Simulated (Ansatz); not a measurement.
PbS in the h-MgO-type structure, relaxed with r2SCAN in Ansatz: it is hexagonal, P6_3/mmc (No. 194); conventional cell a = 4.997 Å, c = 5.997 Å, 32.42 Å³ an atom. Pb has 5 S at 2.89–3.00 Å; S has 5 Pb at 2.89–3.00 Å. The primitive cell holds 4 atoms in 129.69 Å³. These are computed values for a spin-unpolarised cell that may be hypothetical; none is a measurement.

Computed values: PBE gives a gap of 1.42 eV and PBE0 (25 % exact exchange) 2.58 eV; one over PBE's mean ε∞ is 0.107. HSE06 (6×6×4) gives a least gap of 1.96 eV, direct.

Q: What is the density?

A: The cell holds 2 Pb, 2 S: M = 2×207.200 + 2×32.060 = 478.52 u in V = 129.69 Å³. ρ = 1.66054 × M/V = 1.66054 × 478.52/129.69 = 6.127 g/cm³, for the static r2SCAN lattice.

Q: Taking the gap as linear in the share of unscreened exchange, estimate the gap of the hybrid whose share is 1/ε∞.

A: The slope is (2.58 − 1.42)/0.25 = 4.64 eV per unit share, so E_g ≈ 1.42 + 4.64 × 0.107 = 1.92 eV. The run with that share gives 1.91 eV (6×6×4 mesh), -0.01 eV from the straight line.

Q: At what wavelength does absorption set in by HSE06, excitons left aside?

A: λ = 1239.84 eV nm/E: 633 nm for the least gap. The direct edge lies in the visible range.

Spin-orbit coupling is left out; in compounds of Pb, Bi, Tl or Hg it can lower a gap by up to about 1 eV, split its edges or invert the bands.

The meshes of the hybrids are coarse, so their gaps aren't converged to the digits shown.
